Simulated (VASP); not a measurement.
# A VASP 6.6.1 single-point calculation on CaO

INCAR

```
ISIF = 2
LASPH = .TRUE.
LREAL = .FALSE.
NELM = 120
NSW = 0
PREC = Accurate
NBANDS = 15
ENCUT = 200
SIGMA = 0.1
IBRION = -1
ISMEAR = 0
GGA = PS
EDIFF = 1E-7
LCHARG = .FALSE.
LWAVE = .FALSE.
```

KPOINTS

```
KPOINTS created by Atomic Simulation Environment
0
Monkhorst-Pack
8 8 8
0 0 0
```

POSCAR

```
Ca O
 1.0000000000000000
     2.9032089642333831    0.0000000000000000   -0.0000000000000000
    -0.0000000000000000    2.9032089642333831    0.0000000000000000
    -0.0000000000000000    0.0000000000000000    2.9032089642333831
 Ca  O
   1   1
Cartesian
  0.0000000000000000 -0.0000000000000000 -0.0000000000000000
  1.4516044821166916  1.4516044821166916  1.4516044821166916
```

The recommended PBE PAW datasets give the neutral cell 16 valence electrons.

Command

```
mpirun -np 1 vasp_std
```

OSZICAR

```
N       E                     dE             d eps       ncg     rms          rms(c)
DAV:   1     0.499784568728E+02    0.49978E+02   -0.47386E+03   677   0.548E+02
DAV:   2    -0.123717006978E+02   -0.62350E+02   -0.59755E+02   740   0.176E+02
DAV:   3    -0.136946620703E+02   -0.13230E+01   -0.13201E+01   671   0.258E+01
DAV:   4    -0.137101438414E+02   -0.15482E-01   -0.15479E-01   813   0.275E+00
DAV:   5    -0.137106181683E+02   -0.47433E-03   -0.47433E-03   695   0.407E-01    0.830E+00
DAV:   6    -0.131325437427E+02    0.57807E+00   -0.10291E-01   745   0.553E+00    0.478E+00
DAV:   7    -0.129035357778E+02    0.22901E+00   -0.16408E-01   782   0.432E+00    0.652E-01
DAV:   8    -0.128981985127E+02    0.53373E-02   -0.66583E-03   754   0.684E-01    0.147E-01
DAV:   9    -0.128980226129E+02    0.17590E-03   -0.13065E-03   761   0.375E-01    0.206E-02
DAV:  10    -0.128980509787E+02   -0.28366E-04   -0.29615E-05   741   0.417E-02    0.707E-03
DAV:  11    -0.128980526367E+02   -0.16580E-05   -0.24603E-06   851   0.120E-02    0.999E-04
DAV:  12    -0.128980525951E+02    0.41604E-07   -0.57738E-08   550   0.237E-03
   1 F= -.12898053E+02 E0= -.12898053E+02  d E =-.222774E-15
```

From OUTCAR

```
k-points           NKPTS =     20   k-points in BZ     NKDIM =     20   number of bands    NBANDS=     15

   NELECT =      16.0000    total number of electrons

   dimension x,y,z NGX =    14 NGY =   14 NGZ =   14
   dimension x,y,z NGXF=    28 NGYF=   28 NGZF=   28

  energy-cutoff  :      200.00
  volume of cell :       24.47
      direct lattice vectors                 reciprocal lattice vectors
     2.903208964  0.000000000  0.000000000     0.344446443  0.000000000  0.000000000
     0.000000000  2.903208964  0.000000000     0.000000000  0.344446443  0.000000000
     0.000000000  0.000000000  2.903208964     0.000000000  0.000000000  0.344446443

 k-points in reciprocal lattice and weights: KPOINTS created by Atomic Simulation Env
   0.06250000  0.06250000  0.06250000       0.016
   0.18750000  0.06250000  0.06250000       0.047
   0.31250000  0.06250000  0.06250000       0.047
   0.43750000  0.06250000  0.06250000       0.047
   0.18750000  0.18750000  0.06250000       0.047
   0.31250000  0.18750000  0.06250000       0.094
   0.43750000  0.18750000  0.06250000       0.094
   0.31250000  0.31250000  0.06250000       0.047
   ...

 E-fermi :   4.3803

 k-point     1 :       0.0625    0.0625    0.0625
  band No.  band energies     occupation
      1     -35.0080      2.00000
      2     -15.6900      2.00000
      3     -15.5581      2.00000
      4     -15.5581      2.00000
      5     -13.2555      2.00000
      6       3.3980      2.00000
      7       3.4020      2.00000
      8       3.4020      2.00000
      9       7.1864      0.00000
     10       7.1864      0.00000
     11       9.5119      0.00000
     12      12.5750      0.00000
     13      12.5750      0.00000
     14      12.7842      0.00000
     15      22.9248      0.00000

 k-point     2 :       0.1875    0.0625    0.0625
  band No.  band energies     occupation
      1     -34.9616      2.00000
      2     -16.1498      2.00000
      3     -15.5570      2.00000
      4     -15.5224      2.00000
      5     -12.9158      2.00000
      6       2.3593      2.00000
      7       3.2529      2.00000
      8       3.2987      2.00000
      9       7.3648      0.00000
     10       8.3831      0.00000
     11      10.5105      0.00000
     12      12.4517      0.00000
     13      12.4528      0.00000
     14      12.9207      0.00000
     15      21.6531      0.00000

 k-point     3 :       0.3125    0.0625    0.0625
  band No.  band energies     occupation
      1     -34.8949      2.00000
      2     -16.7297      2.00000
      3     -15.4889      2.00000
      4     -15.4691      2.00000
      5     -12.5102      2.00000
      6       1.1788      2.00000
      7       3.1731      2.00000
      8       3.3470      2.00000
      9       7.6957      0.00000
     10      10.0471      0.00000
     11      11.4023      0.00000
     12      12.3213      0.00000
     13      12.6526      0.00000
     14      13.0741      0.00000
     15      20.0742      0.00000

 ...

  Total      -20.5672873    -20.5672873    -20.5672873      0.0000000      0.0000000     -0.0000000
  in kB    -1346.6437134  -1346.6437134  -1346.6437134      0.0000000      0.0000000     -0.0000000
  external PRESSURE =   -1346.6437134 kB  Pullay stress =       0.0000000 kB

 POSITION                                       TOTAL-FORCE (eV/Angst)
 -----------------------------------------------------------------------------------
      0.00000      0.00000      0.00000         0.000000      0.000000      0.000000
      1.45160      1.45160      1.45160         0.000000      0.000000      0.000000
 -----------------------------------------------------------------------------------
    total drift:                                0.000000     -0.000000     -0.000000

  FREE ENERGIE OF THE ION-ELECTRON SYSTEM (eV)
  ---------------------------------------------------
  free  energy   TOTEN  =       -12.8980525951 eV

  energy  without entropy=      -12.8980525951  energy(sigma->0) =      -12.89805260
```

It converged. Results: gap between bands v and c on the k mesh 3.35 eV; least direct gap on the k mesh 3.78 eV; pressure -134.7 GPa. Band v is the last that the valence electrons fill when counted band by band, and c is the next.

These settings aren't sound, so the numbers aren't properties of the crystal. The shifted mesh misses Γ, so a band edge there is missed.

On sound settings PBEsol gives a gap of 2.68 eV on its mesh and a pressure of -1.1 GPa for the intended cell.

The run took about 1.5 s on one core of a shared host (Intel Xeon 6975P-C).
